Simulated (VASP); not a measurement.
# InP (F-43m) in VASP: notebook, part 2 of 2

VASP 6.6.1. Earlier steps stand in the parts before.

## (5) Relaxation of cell and atoms, PBEsol

This run uses another cell than the first one, of 25.40 Å³/atom, 1.009 times its volume.

File INCAR:

```
SYSTEM = InP
  ALGO = Normal
  EDIFF = 1E-7
  EDIFFG = -0.005
  ENCUT = 600
  GGA = PS
  IBRION = 2
  ISIF = 3
  ISMEAR = 0
  KPAR = 2
  LASPH = .True.
  LCHARG = .False.
  LREAL = .False.
  LWAVE = .False.
  NELM = 80
  NSW = 90
  PREC = Accurate
  SIGMA = 0.03
```

File KPOINTS:

```
k-points
0
Gamma
  10 10 10
  0 0 0
```

File POSCAR:

```
InP                                     
1.0
    0.0000000000      2.9394456025      2.9394456025
    2.9394456025     -0.0000000000      2.9394456025
    2.9394456025      2.9394456025      0.0000000000
  In              P             
     1     1
Direct
     0.0000000000000000    0.0000000000000000    0.0000000000000000
     0.2500000000000000    0.2500000000000000    0.2500000000000000
```

Potentials or basis: VASP PAW PBE potentials, release 64 (In_d, P).

Launch:

```sh
$ cat potpaw_PBE.64/In_d/POTCAR potpaw_PBE.64/P/POTCAR > POTCAR
$ mpirun -np 2 vasp_std > vasp.out
```

OUTCAR:

```text
SYSTEM = InP
   EDIFF = 1E-7
   EDIFFG = -0.005
   ENCUT = 600
   GGA = PS
   IBRION = 2
   ISIF = 3
   ISMEAR = 0
   LASPH = .True.
   LREAL = .False.
   NELM = 80
   NSW = 90
   PREC = Accurate

 ion  position               nearest neighbor table
   1  0.000  0.000  0.000-   2 2.55   2 2.55   2 2.55   2 2.55
   2  0.250  0.250  0.250-   1 2.55   1 2.55   1 2.55   1 2.55

  LATTYP: Found a face centered cubic cell.
 ALAT       =     5.8788912050

  Lattice vectors:

 A1 = (   0.0000000000,   2.9394456025,   2.9394456025)
 A2 = (   2.9394456025,   0.0000000000,   2.9394456025)
 A3 = (   2.9394456025,   2.9394456025,   0.0000000000)

Analysis of symmetry for initial positions (statically):
=====================================================================
 Subroutine PRICEL returns:
 Original cell was already a primitive cell.

 Routine SETGRP: Setting up the symmetry group for a
 face centered cubic supercell.

 Subroutine GETGRP returns: Found 24 space group operations
 (whereof 24 operations were pure point group operations)
 out of a pool of 48 trial point group operations.

[... 180 lines left out ...]
      7       4.9909      2.00000
      8       4.9909      2.00000
      9       4.9909      2.00000
     10       5.5570      0.00000
     11       9.0082      0.00000
     12       9.0082      0.00000
     13       9.0082      0.00000
[... 354 lines left out ...]
  band No.  band energies     occupation
      1      -9.2854      2.00000
      2      -9.0631      2.00000
      3      -9.0598      2.00000
      4      -9.0233      2.00000
      5      -8.9621      2.00000
      6      -4.8291      2.00000
      7       0.2301      2.00000
      8       2.7955      2.00000
      9       3.0669      2.00000
     10       7.1398      0.00000
     11       7.9334      0.00000
     12      11.7345      0.00000
     13      12.4112      0.00000

 [... further k-points ...]

------------------------ aborting loop because EDIFF is reached ----------------------------------------

  FORCE on cell =-STRESS in cart. coord.  units (eV):
  Direction    XX          YY          ZZ          XY          YZ          ZX
  --------------------------------------------------------------------------------------
  -------------------------------------------------------------------------------------
  Total       -0.0017321     -0.0017321     -0.0017321     -0.0000000      0.0000000     -0.0000000
  in kB       -0.0546335     -0.0546335     -0.0546335     -0.0000000      0.0000000     -0.0000000
  external PRESSURE =      -0.0546335 kB  Pullay stress =       0.0000000 kB

 VOLUME and BASIS-vectors are now :
 -----------------------------------------------------------------------------
  energy-cutoff  :      600.00
  volume of cell :       50.80
      direct lattice vectors                 reciprocal lattice vectors
     0.000000000  2.939445603  2.939445603    -0.170100103  0.170100103  0.170100103
     2.939445603  0.000000000  2.939445603     0.170100103 -0.170100103  0.170100103
     2.939445603  2.939445603  0.000000000     0.170100103  0.170100103 -0.170100103

 POSITION                                       TOTAL-FORCE (eV/Angst)
 -----------------------------------------------------------------------------------
      0.00000      0.00000      0.00000         0.000000      0.000000      0.000000
      1.46972      1.46972      1.46972        -0.000000     -0.000000     -0.000000
 -----------------------------------------------------------------------------------
    total drift:                               -0.000000     -0.000000     -0.000000

  FREE ENERGIE OF THE ION-ELECTRON SYSTEM (eV)
  ---------------------------------------------------
  free  energy   TOTEN  =        -9.1570709165 eV

  energy  without entropy=       -9.1570709165  energy(sigma->0) =       -9.15707092

 reached required accuracy - stopping structural energy minimisation
```

OSZICAR:

```text
N       E                     dE             d eps       ncg     rms          rms(c)
DAV:   1     0.118533280778E+03    0.11853E+03   -0.94117E+03  1227   0.169E+03
DAV:   2    -0.864681710866E+00   -0.11940E+03   -0.11603E+03  1282   0.354E+02
DAV:   3    -0.931225758252E+01   -0.84476E+01   -0.83939E+01  1612   0.949E+01
DAV:   4    -0.954784311439E+01   -0.23559E+00   -0.23541E+00  1422   0.173E+01
DAV:   5    -0.955832785838E+01   -0.10485E-01   -0.10484E-01  1865   0.321E+00    0.541E+00
DAV:   6    -0.919235420718E+01    0.36597E+00   -0.69568E-01  1783   0.163E+01    0.321E+00
DAV:   7    -0.915966205740E+01    0.32692E-01   -0.17013E-01  1712   0.408E+00    0.109E+00
DAV:   8    -0.915686096946E+01    0.28011E-02   -0.15257E-02  1611   0.178E+00    0.353E-01
DAV:   9    -0.915702717029E+01   -0.16620E-03   -0.16827E-03  1532   0.648E-01    0.168E-01
DAV:  10    -0.915704755025E+01   -0.20380E-04   -0.16486E-04  1566   0.109E-01    0.113E-01
DAV:  11    -0.915706950215E+01   -0.21952E-04   -0.25208E-05  1431   0.495E-02    0.221E-02
DAV:  12    -0.915707092894E+01   -0.14268E-05   -0.14859E-05  1582   0.819E-02    0.169E-02
DAV:  13    -0.915707091647E+01    0.12470E-07   -0.95375E-07  1549   0.105E-02
   1 F= -.91570709E+01 E0= -.91570709E+01  d E =-.915707E+01
```

It took 9.1 s on 2 MPI ranks of Intel Xeon 6975P-C (Granite Rapids), shared host; peak memory 0.21 GiB.

Results:

* Free energy: -9.1571 eV
* Pressure after relaxing: 0.0 GPa
* Band gap on the k mesh: 0.57 eV, direct

Final structure:
```cif
data_structure
_symmetry_space_group_name_H-M 'P 1'
_symmetry_Int_Tables_number 1
_cell_length_a 4.1570
_cell_length_b 4.1570
_cell_length_c 4.1570
_cell_angle_alpha 60.000
_cell_angle_beta 60.000
_cell_angle_gamma 60.000
_cell_volume 50.80
loop_
_atom_site_label
_atom_site_type_symbol
_atom_site_fract_x
_atom_site_fract_y
_atom_site_fract_z
_atom_site_occupancy
In1 In 0.00000 0.00000 0.00000 1
P1 P 0.25000 0.25000 0.25000 1
```

Caveat: the relaxation stopped at its first step, so nothing moved; the PAW data sets were made with another functional, which shifts forces and pressure a little; spin-orbit coupling is left out, which moves the levels of the heavy elements. PBEsol gaps usually lie below the measured ones, often by a third to a half.

## (6) Relaxation of cell and atoms, PBEsol

File INCAR:

```
SYSTEM = InP
PREC = Accurate
ENCUT = 600
EDIFF = 1E-6
ISMEAR = 0
SIGMA = 0.03
LREAL = .FALSE.
LASPH = .TRUE.
NELM = 80
ALGO = Normal
ISIF = 3
LWAVE = .FALSE.
LCHARG = .FALSE.
GGA = PS
IBRION = 2
NSW = 90
EDIFFG = -0.01
```

File KPOINTS:

```
Automatic mesh
0
G
  10 10 10
  0 0 0
```

File POSCAR:

```
InP
1.0
    0.0000000000      2.9305000000      2.9305000000
    2.9305000000      0.0000000000      2.9305000000
    2.9305000000      2.9305000000      0.0000000000
In P
1 1
Direct
    0.0000000000      0.0000000000      0.0000000000
    0.2500000000      0.2500000000      0.2500000000
```

Potentials or basis: VASP PAW PBE potentials, release 64 (In_d, P).

Launch:

```sh
$ cat potpaw_PBE.64/In_d/POTCAR potpaw_PBE.64/P/POTCAR > POTCAR
$ mpirun -np 1 vasp_std > vasp.out
```

Wall time 52 s (1 thread of Intel Xeon 6975P-C (Granite Rapids), shared host); peak memory 0.23 GiB.

The run converged. Its results:

```
Free energy                            : -9.1570 eV
Relaxed volume                         : 25.40 Å³/atom
Relaxed cell                           : a = 4.157 Å, b = 4.157 Å, c = 4.157 Å, α = 60.00°, β = 60.00°, γ = 60.00°
Space group after relaxing (to 0.05 Å) : F-43m (No. 216)
Energy gained by relaxing              : 0.4 meV/atom
Ionic steps                            : 3
Pressure after relaxing                : 0.0 GPa
Band gap on the k mesh                 : 0.57 eV, direct
```

The path:
| step | energy change (eV) | largest force (eV/Å) | pressure (GPa) | volume (Å³) |
| --- | --- | --- | --- | --- |
| 1 | 0.0000 | 0.0000 | 0.62 | 50.33 |
| 2 | -0.0006 | 0.0000 | -0.31 | 51.05 |
| 3 | -0.0009 | 0.0000 | -0.01 | 50.80 |

Final structure:
```
In P
1.0
     0.00000    2.93945    2.93945
     2.93945    0.00000    2.93945
     2.93945    2.93945    0.00000
In P
1 1
Direct
  0.00000 0.00000 0.00000
  0.25000 0.25000 0.25000
```

Levels at points of the mesh, in eV from the valence-band top:
```tsv
k point	band 6	band 7	band 8	band 9	band 10	band 11	band 12	band 13
(0.00, 0.00, 0.00)	-11.49	0.00	0.00	0.00	0.57	4.02	4.02	4.02
(0.50, 0.00, 0.00)	-9.77	-5.75	-0.97	-0.97	1.38	4.74	4.74	6.93
(0.50, 0.50, 0.00)	-9.11	-5.78	-2.32	-2.32	1.65	2.17	9.04	9.47
```

Caveat: the PAW data sets were made with another functional, which shifts forces and pressure a little; spin-orbit coupling is left out, which moves the levels of the heavy elements. As with any semilocal functional, this PBEsol gap is likely too small.
